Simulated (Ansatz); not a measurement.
# Ti2Al: what a guessed cell relaxes into, part 2 of 2

The task: take a trial cell of Ti2Al to zero force and stress.

Ansatz 0.2.0; DFT PBE, scalar-relativistic, plane waves, PAW. Earlier steps stand in the parts before.

### 5 Full relaxation

The end of the coarse run is made exact in the group found at a tolerance of 0.06 Å and reduced to its primitive cell.

Input file input.yaml:

```yaml
crystal:
  lattice:
    - [0.0, 3.0912951057, 3.0912951057]
    - [3.0912951057, 0.0, 3.0912951057]
    - [3.0912951057, 3.0912951057, 0.0]
  atoms:
    - { symbol: Ti, position: [0.25, 0.25, 0.25] }
    - { symbol: Ti, position: [0.75, 0.75, 0.75] }
    - { symbol: Al, position: [0.0, 0.0, 0.0] }
basis:
  ecutwfc: 420
kpoints:
  mp_grid: { grid: [14, 14, 14] }
hamiltonian:
  xc: pbe
scf:
  occupations: { method: gaussian, width: 0.1 }
output:
  forces: true
  stress: true
  eigenvalues: true
relax:
  adjacent_minimum: "off"
  f_tol: 0.01
  max_steps: 80
  cell: { stress_tol: 0.05 }
```

Command:

```console
$ ansatz run input.yaml --threads 1 --pin off --max-ram 2560MiB --backend cpu --events-out ev --progress --plain --runs-dir out
```

Standard output:

```text
Warning: RAYON_NUM_THREADS=1 ignored (pool sized by the plan → 1); use --threads N
Engine: ansatz 0.2.0, x86_64-unknown-linux-gnu
Pseudopotentials: kind: paw
Pseudopotential: Ti, paw, valence charge 12, recommended cutoff 420 eV (normal), Ti.paw.azcp
Pseudopotential: Al, paw, valence charge 3, recommended cutoff 420 eV (normal), Al.paw.azcp
Functional definition: PBE
  parameter kappa = 0.804
  parameter beta = 0.06672455060314922
  exchange = pbe_x(kappa = kappa, mu = beta*pi^2/3)
  correlation = pbe_c(beta = beta)
Crystal: 3 atoms, lattice volume = 59.081 Å³
Basis set: ecut = 420 eV, 1139 PW (Γ), exchange–correlation on 60×60×60 points (8 copies of the dense FFT grid, shifted against one another)
Bands: 18, of which v1, the nominal top of the filled ones, is band 14 counted from 1 (13 counted from 0)
Symmetry: 48 space group operations
Space group: Fm-3m (ITA 225), of the structure as read, at distance tolerance 3.9e-5 Å
k-points: 104 of 2744
Non-local potential: Ti, projectors of the file, l = 0: 3, l = 1: 2, l = 2: 3, l = 3: 1
Non-local potential: Al, projectors of the file, l = 0: 2, l = 1: 2, l = 2: 1
PAW form: soft (Blöchl's): semilocal exchange-correlation on the pseudo side does not see the compensation charge
PAW one-centre angular grid: Ti, 590 points (default); XC on 64 Gauss nodes
PAW one-centre angular grid: Al, 110 points (default); XC on 64 Gauss nodes
Initial density: superposition of atomic densities (neutral atoms: chi_scale 0, normalization atom), corrected by the library's trained network
Initial wavefunctions: pseudopotential atomic-orbital guess
Functional: x = pbe(κ = 0.804, μ = 0.2195149727645171), c = pbe(β = 0.06672455060314922)
SCF iter   1: F=—  HF=-5535.988812 eV  |F-HF|=—  |Δ(HF+E_count)|=         —  Δρ=3.96e-3  dr2=1.24e-2  ethr=1.77e-3  ⟨swp⟩=4.8  Hψ=8627  notcnv=0
preconditioner: auto → Kerker (q_TF=auto, 2.394 Å⁻¹)  [metal: Δε(μ)=0.004 eV  Ē_g=3.132 eV  σ=0.100 eV  W_gap=0.02  n_scr=14 (ndim 8)  ℏωp=16.0 eV  f_vac=0.000  D(μ)=3.36/eV (n_scr^D=26)]
SCF iter   2: F=—  HF=-5535.987538 eV  |F-HF|=—  |Δ(HF+E_count)|=   1.27e-3  Δρ=1.88e-3  dr2=2.72e-3  ethr=4.61e-5  ⟨swp⟩=1.2  Hψ=2722  notcnv=0
SCF iter   3: F=—  HF=-5535.987537 eV  |F-HF|=—  |Δ(HF+E_count)|=   1.46e-6  Δρ=6.67e-4  dr2=4.06e-4  ethr=1.01e-5  ⟨swp⟩=2.0  Hψ=2231  notcnv=0
SCF iter   4: F=—  HF=-5535.987498 eV  |F-HF|=—  |Δ(HF+E_count)|=   3.90e-5  Δρ=1.82e-4  dr2=3.43e-5  ethr=1.50e-6  ⟨swp⟩=2.0  Hψ=2288  notcnv=0
SCF iter   5: F=—  HF=-5535.987506 eV  |F-HF|=—  |Δ(HF+E_count)|=   8.30e-6  Δρ=5.52e-5  dr2=3.02e-6  ethr=1.27e-7  ⟨swp⟩=2.1  Hψ=2211  notcnv=0
SCF iter   6: F=-5535.987506 eV  HF=-5535.987506 eV  |F-HF|=5.62e-9  |Δ(HF+E_count)|=   2.06e-7  Δρ=1.03e-5  dr2=5.72e-8  ethr=3.70e-10  ⟨swp⟩=3.0  Hψ=7343  notcnv=0
SCF 1 converged in 6 iterations: F = -5535.987506 eV  dr2 = 5.72e-8
relax step   1: F+E_penalty+E_count = -5535.98750607 eV  Δ(F+E_penalty+E_count) = +0.000e0 eV  max|allowed force component| = 1.311e-17 eV/Å  Δτ_max = 0.0000 Å  P = -0.095 GPa  Ω = 59.081 Å³  (6 SCF iters, dr2 threshold 1.00e-7 eV, accepted)
Crystal: 3 atoms, lattice volume = 58.988 Å³
Initial density: handed on by an earlier stage of this run
Initial wavefunctions: those handed on with the density
iter 1 solved again at ethr=1.25e-8 eV; its pass at ethr=3.10e-3 eV (dr2=3.39e-6 eV) is discarded
SCF iter   1: F=—  HF=-5535.987524 eV  |F-HF|=—  |Δ(HF+E_count)|=         —  Δρ=7.84e-5  dr2=5.07e-6  ethr=1.25e-8  ⟨swp⟩=2.0  Hψ=11170  notcnv=0
preconditioner: auto → Kerker (q_TF=auto, 2.395 Å⁻¹)  [metal: Δε(μ)=0.010 eV  Ē_g=3.106 eV  σ=0.100 eV  W_gap=0.05  n_scr=14 (ndim 8)  ℏωp=16.0 eV  f_vac=0.000  D(μ)=3.41/eV (n_scr^D=26)]
SCF iter   2: F=—  HF=-5535.987536 eV  |F-HF|=—  |Δ(HF+E_count)|=   1.20e-5  Δρ=3.25e-5  dr2=7.61e-7  ethr=1.25e-8  ⟨swp⟩=2.0  Hψ=2414  notcnv=0
SCF iter   3: F=—  HF=-5535.987536 eV  |F-HF|=—  |Δ(HF+E_count)|=   8.92e-8  Δρ=1.32e-5  dr2=1.48e-7  ethr=2.82e-9  ⟨swp⟩=2.0  Hψ=2221  notcnv=0
iter 4 did not close the SCF: its close was put off for the readings that it lacked (scf_convergence_deferred on its scf_iter line)
SCF iter   4: F=-5535.987536 eV  HF=-5535.987536 eV  |F-HF|=6.54e-9  |Δ(HF+E_count)|=   1.78e-8  Δρ=3.75e-6  dr2=1.90e-8  ethr=5.48e-10  ⟨swp⟩=1.8  Hψ=2036  notcnv=0
iter 5 did not close the SCF: its close was put off for the readings that it lacked (scf_convergence_deferred on its scf_iter line)
SCF iter   5: F=-5535.987536 eV  HF=-5535.987536 eV  |F-HF|=4.29e-10  |Δ(HF+E_count)|=   4.19e-9  Δρ=1.48e-6  dr2=1.65e-9  ethr=7.05e-11  ⟨swp⟩=2.0  Hψ=2318  notcnv=0
SCF iter   6: F=-5535.987536 eV  HF=-5535.987536 eV  |F-HF|=4.18e-11  |Δ(HF+E_count)|=  5.82e-11  Δρ=4.08e-7  dr2=1.17e-10  ethr=6.11e-12  ⟨swp⟩=2.0  Hψ=5633  notcnv=0
SCF 2 converged in 6 iterations: F = -5535.987536 eV  dr2 = 1.17e-10
relax step   2: F+E_penalty+E_count = -5535.98753617 eV  Δ(F+E_penalty+E_count) = -3.010e-5 eV  max|allowed force component| = 4.009e-17 eV/Å  Δτ_max = 0.0000 Å  P = +0.042 GPa  Ω = 58.988 Å³  energy of the carried Pulay correction = +1.441e-5 eV  (6 SCF iters, dr2 threshold 2.27e-8 eV, accepted)
Initial wavefunctions: pseudopotential atomic-orbital guess (no wavefunctions were taken with the density)
iter 1 solved again at ethr=1.35e-8 eV; its pass at ethr=3.10e-3 eV (dr2=3.64e-6 eV) is discarded
SCF iter   1: F=—  HF=-5535.987506 eV  |F-HF|=—  |Δ(HF+E_count)|=         —  Δρ=1.85e-6  dr2=9.39e-10  ethr=1.35e-8  ⟨swp⟩=3.4  Hψ=13911  notcnv=0
SCF iter   2: F=—  HF=-5535.987519 eV  |F-HF|=—  |Δ(HF+E_count)|=   1.31e-5  Δρ=1.15e-6  dr2=5.36e-10  ethr=3.48e-12  ⟨swp⟩=2.9  Hψ=3662  notcnv=0
SCF iter   3: F=—  HF=-5535.987519 eV  |F-HF|=—  |Δ(HF+E_count)|=  1.91e-11  Δρ=6.30e-7  dr2=1.33e-10  ethr=1.99e-12  ⟨swp⟩=2.2  Hψ=2236  notcnv=0
iter 4 did not close the SCF: its close was put off for the readings that it lacked (scf_convergence_deferred on its scf_iter line)
SCF iter   4: F=-5535.987519 eV  HF=-5535.987519 eV  |F-HF|=5.46e-12  |Δ(HF+E_count)|=  5.91e-11  Δρ=1.47e-7  dr2=1.24e-11  ethr=1.00e-12  ⟨swp⟩=2.0  Hψ=2115  notcnv=0
iter 5 did not close the SCF: its close was put off for the readings that it lacked (scf_convergence_deferred on its scf_iter line)
SCF iter   5: F=-5535.987519 eV  HF=-5535.987519 eV  |F-HF|=9.09e-13  |Δ(HF+E_count)|=  9.09e-13  Δρ=3.17e-8  dr2=1.07e-12  ethr=1.00e-12  ⟨swp⟩=1.0  Hψ=1872  notcnv=0
iter 6 did not close the SCF: its close was put off for the readings that it lacked (scf_convergence_deferred on its scf_iter line)
SCF iter   6: F=-5535.987519 eV  HF=-5535.987519 eV  |F-HF|=0.00e0  |Δ(HF+E_count)|=  9.09e-13  Δρ=1.10e-8  dr2=1.08e-13  ethr=1.00e-12  ⟨swp⟩=1.0  Hψ=1872  notcnv=0
iter 7 did not close the SCF: its close was put off for the readings that it lacked (scf_convergence_deferred on its scf_iter line)
SCF iter   7: F=-5535.987519 eV  HF=-5535.987519 eV  |F-HF|=1.82e-12  |Δ(HF+E_count)|=    0.00e0  Δρ=2.17e-9  dr2=3.31e-15  ethr=1.00e-12  ⟨swp⟩=1.0  Hψ=1872  notcnv=0
SCF iter   8: F=-5535.987519 eV  HF=-5535.987519 eV  |F-HF|=9.09e-13  |Δ(HF+E_count)|=  9.09e-13  Δρ=6.58e-10  dr2=4.62e-16  ethr=1.00e-12  ⟨swp⟩=2.1  Hψ=4750  notcnv=0
SCF 3 converged in 8 iterations: F = -5535.987519 eV  dr2 = 4.62e-16
relax step   3: F+E_penalty+E_count = -5535.98751862 eV  Δ(F+E_penalty+E_count) = +1.755e-5 eV  max|allowed force component| = 4.009e-17 eV/Å  Δτ_max = 0.0000 Å  P = +0.042 GPa  Ω = 58.988 Å³  stress off target by 4.18e-2 GPa  SCF on the basis re-selected at this cell (its energy is not comparable with the rows above)  (8 SCF iters)
basis re-selected at this cell: Δ(F+E_penalty+E_count) = +1.755e-5 eV, ΔP = -0.000 GPa vs the last step (what re-selecting the basis moved, of the pressure what is left beyond the Pulay correction that the steps carried, after the strain that the cell walked since its last selection, with what the two solves' SCF thresholds leave and, on support functions, any second-order correction that the steps lacked; it is no measure of the basis error at this ecutwfc). This SCF's stress stands 4.18e-2 GPa from its target on what of the cell is left free (relax.cell.stress_tol is 5.00e-2 GPa) and its largest allowed force component is 4.01e-17 eV/Å (relax.f_tol is 1.00e-2 eV/Å): within both
SCF converged after 8 iterations
Free energy (F): -5535.987519 eV
Harris-Foulkes:  -5535.987519 eV  (|F-HF|=9.09e-13)
Internal energy: -5535.970447 eV  (E = F + TS)
E sigma→0 (E₀):  -5535.978983 eV
Entropy (-TS):   -0.017071 eV (-5.690 meV/atom)
Fermi energy:    9.121513 eV
--- Per-component energies (eV) ---
  E_band       = -399.272083
  E_kinetic    = 564.076527
  E_local      = -2116.337800  (includes V_loc(G=0)·N_el)
  E_nonlocal   = 29.168749
  E_hartree    = 869.977017
  E_xc         = -232.756902
  E_vxc        = -270.166595  (∫ρ·V_xc dr)
  E_paw        = -2563.285950  (= ΣΔE_a)
  E_vpaw       = -345.967243  (= ΣTr[D̂ρ^β])
  E_aug_tail   = 0.000246  (compensation charges beyond the density's cutoff)
  E_ewald      = -2086.812333
  E_smearing   = -0.017071  (= −TS)
  E_closure    = 0.000000  (closes the sum)
  Σ components = -5535.987519   (vs F -5535.987519, Δ=0.00e0)
--- Forces (eV/Å), atoms counted from 1 ---
  atom   1  Ti    -0.00000000    -0.00000000     0.00000000
  atom   2  Ti     0.00000000     0.00000000    -0.00000000
  atom   3  Al    -0.00000000    -0.00000000    -0.00000000
  max |Σ_I F_I| component: 1.85e-17 eV/Å
--- Stress (GPa, compression-positive) ---
        0.041846       0.000000       0.000000
       -0.000000       0.041846      -0.000000
       -0.000000      -0.000000       0.041846
  P = ⅓ Tr σ = 0.0418 GPa (0.418 kbar)
--- Band table (eV; the first three rows and the last of 104) ---
  k-point 0: bands = ["-47.7162", "-47.6580", "-24.0222", "-24.0222", "-24.0222", "-23.8667", "-23.8667", "-23.8667", "2.0389", "7.5102", "7.5102", "7.5102", "8.3158", "8.3158", "11.3701", "11.3701", "11.3701", "12.2640"]
  k-point 1: bands = ["-47.7155", "-47.6587", "-24.0206", "-24.0204", "-24.0204", "-23.8692", "-23.8688", "-23.8688", "2.0991", "7.4638", "7.5394", "7.5394", "8.3430", "8.3430", "11.3186", "11.3315", "11.3315", "12.1298"]
  k-point 2: bands = ["-47.7132", "-47.6608", "-24.0160", "-24.0149", "-24.0149", "-23.8763", "-23.8748", "-23.8748", "2.2764", "7.3304", "7.6233", "7.6233", "8.4255", "8.4255", "11.1716", "11.2121", "11.2121", "11.8143"]
  k-point 103: bands = ["-47.6887", "-47.6844", "-24.0636", "-24.0564", "-23.9702", "-23.9263", "-23.8423", "-23.8380", "4.5775", "6.6247", "7.1544", "7.9985", "9.0162", "9.2245", "9.3423", "10.3782", "10.4065", "10.7469"]
--- Relaxed structure (2 steps of the walk, 2 accepted, 1 SCFs on fresh bases) ---
  F+E_penalty+E_count = -5535.98751862 eV   max|allowed force component| = 4.009e-17 eV/Å   (the final SCF, on the basis selected at the relaxed cell)
  cell:  # Å, volume = 58.9876 Å³
    - [-1.194227820209904e-34, 3.0896570567547395, 3.0896570567547395]
    - [3.0896570567547395, 5.73229353700754e-35, 3.0896570567547395]
    - [3.0896570567547395, 3.0896570567547395, -7.483827673315399e-35]
  atoms:
    - { symbol: Ti, position: [0.25, 0.25, 0.25] }
    - { symbol: Ti, position: [0.7499999999999999, 0.7499999999999999, 0.7499999999999999] }
    - { symbol: Al, position: [4.5428335689884294e-36, -3.677531936800158e-36, -3.2448811207060206e-36] }
```

Wall time 40 s (1 thread of Intel Xeon at 2.50GHz (Skylake/Cascade Lake), shared host); peak memory 0.43 GiB.

Step by step:

| step | E - E(step 1) (eV/cell) | largest force component (eV/Å) | pressure (GPa) | volume (Å³) |
| --- | --- | --- | --- | --- |
| 1 | 0.0000 | 0.0000 | -0.10 | 59.08 |
| 2 | 0.0000 | 0.0000 | 0.04 | 58.99 |
| 3 | 0.0000 | 0.0000 | 0.04 | 58.99 |

Step 1 is the start. Step 3 repeats the geometry before it on a plane-wave basis chosen anew for that cell, so its energy need not be comparable with the rows above.

Lengths and angles in the start's conventional setting:

|  | before | after | change |
| --- | --- | --- | --- |
| a (Å) | 6.183 | 6.179 | -0.1 % |
| b (Å) | 6.183 | 6.179 | -0.1 % |
| c (Å) | 6.183 | 6.179 | -0.1 % |
| volume (Å³/atom) | 19.69 | 19.66 | -0.2 % |
| shortest distance (Å) | 2.677 | 2.676 | -0.1 % |
| space group (0.01 Å) | Fm-3m | Fm-3m | same |

Forces and stress were held to the start's 48 operations: a distortion of lower symmetry was not tested.

### 6 What came out

The summary covers parts 1 to 2. Changes of volume or cell count from the first structure of part 1.

```
                              quantity                                                                      value
symmetry at the end (tolerance 0.05 Å)                                                space group Fm-3m (No. 225)
                     conventional cell  a = 6.179 Å, b = 6.179 Å, c = 6.179 Å, α = 90.00°, β = 90.00°, γ = 90.00°
                                volume                                                              19.66 Å³/atom
              energy over the elements                                                              +0.29 eV/atom
                       gap on the mesh                                                               none (metal)
```

**Reading.** The space group Fm-3m (No. 225) is kept, and the volume per atom grows by 9.7 % from the first guess. With a positive formation energy it can't be a ground state. No finished test with a distortion of lower symmetry is shown, so the end may be a saddle point. Other magnetic orders were not searched.
